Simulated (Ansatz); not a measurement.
The system is Tl.

```
Tl
1.0
     3.45600    0.00000    0.00000
    -1.72800    2.99298    0.00000
     0.00000    0.00000    5.52500
Tl
2
Direct
  0.66667 0.33333 0.75000
  0.33333 0.66667 0.25000
```

Base run:

- Program: Ansatz 0.2.0
- Functional: RPBE
- Potentials or basis: all-electron LAPW, scalar-relativistic
- Cutoff: 167 eV
- Density cutoff: 668 eV
- Basis error allowed: 0.001 eV/atom
- k mesh: 9 × 9 × 5
- Occupations: fermi-dirac, width 0.05 eV
- Spin: no spin polarisation

Its results: pressure 5.4 GPa.

**Question.** The run is repeated on the same cell with these changes: functional from RPBE to PBEsol. What comes out?

**Answer.** Pressure 0.2 GPa.

PBEsol binds more tightly than RPBE, so the same cell stands under less pressure.

Not every run made on this cell is shown here.
